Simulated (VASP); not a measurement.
Ge:

```
Ge
1.0
    -2.57449    2.57449    1.39741
     2.57449   -2.57449    1.39741
     2.57449    2.57449   -1.39741
Ge
2
Cartesian
  0.0000 0.0000 1.3974
  2.5745 0.0000 0.6987
```

This isn't the form of Ge at room conditions, which is diamond.

```yaml
Program: VASP 6.6.1
Task: relaxation of cell and atoms
Functional: LDA
Potentials_or_basis: VASP PAW LDA potentials, release 64 (Ge_d)
Cutoff: 600 eV
k_mesh: 10 × 10 × 10
Occupations: fermi-dirac, width 0.05 eV
Spin: no spin polarisation
```

At the start: pressure -2.2 GPa; volume 18.52 Å³/atom.

Problem. How do energy, volume and symmetry change on relaxing?

Solution. Over 6 steps the energy falls by 4.6 meV/atom and the volume is 17.93 Å³/atom (-3.2 %); space group I4_1/amd (No. 141, to 0.05 Å).

Step by step:
```
step  energy change (eV)  largest force (eV/Å)  pressure (GPa)  volume (Å³)
   1              0.0000                0.0000           -2.18        37.05
   2             -0.0089                0.0000            0.60        35.71
   3             -0.0091                0.0000           -0.07        35.90
   4             -0.0091                0.0000            0.03        35.88
   5             -0.0092                0.0000            0.01        35.88
   6             -0.0093                0.0000            0.01        35.87
```

Final structure:
```
Ge
1.0
    -2.54078    2.54078    1.38909
     2.54078   -2.54078    1.38909
     2.54078    2.54078   -1.38909
Ge
2
Direct
  0.50000 0.50000 0.00000
  0.25000 0.75000 0.50000
```
